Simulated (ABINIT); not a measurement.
Ti2C:

```
Ti C
1.0
     1.54070    0.88952    4.81377
    -1.54070    0.88952    4.81377
     0.00000   -1.77905    4.81377
Ti C
2 1
Direct
  0.75450 0.75450 0.75450
  0.24550 0.24550 0.24550
  0.50000 0.50000 0.50000
```

The cell comes from a database or a generator and needn't be the stable form of this composition.

- Program: ABINIT 10.8.3 (patched build)
- Task: relaxation of cell and atoms
- Functional: LDA
- Potentials or basis: PseudoDojo NC SR LDA v0.4.1 standard
- Cutoff: 1143 eV
- k mesh: 8 × 8 × 8
- Occupations: fermi-dirac, width 0.05 eV
- Spin: no spin polarisation

At the start: pressure -9.1 GPa; volume 13.19 Å³/atom.

Task: How do energy, volume and symmetry change on relaxing?

Result: Over 8 steps the energy falls by 19.2 meV/atom and the volume is 12.49 Å³/atom (-5.3 %); space group R-3m (No. 166, to 0.05 Å).

Step by step:
| step | energy change (eV) | largest force (eV/Å) | pressure (GPa) | volume (Å³) |
| --- | --- | --- | --- | --- |
| 1 | 0.0000 | 0.3476 | -9.07 | 39.58 |
| 2 | -0.0451 | 0.0281 | -3.71 | 38.50 |
| 3 | -0.0536 | 0.2388 | -0.03 | 37.79 |
| 4 | -0.0547 | 0.2056 | 0.04 | 37.73 |
| 5 | -0.0573 | 0.0053 | 0.03 | 37.49 |
| 6 | -0.0574 | 0.0005 | -0.01 | 37.49 |
| 7 | -0.0576 | 0.0027 | -0.02 | 37.47 |
| 8 | -0.0576 | 0.0003 | 0.00 | 37.47 |

Final structure:
```
CELL_PARAMETERS angstrom
1.51401 0.87411 4.71897
-1.51401 0.87411 4.71897
0.00000 -1.74823 4.71897
ATOMIC_POSITIONS crystal
Ti 0.75355 0.75355 0.75355
Ti 0.24645 0.24645 0.24645
C 0.50000 0.50000 0.50000
```
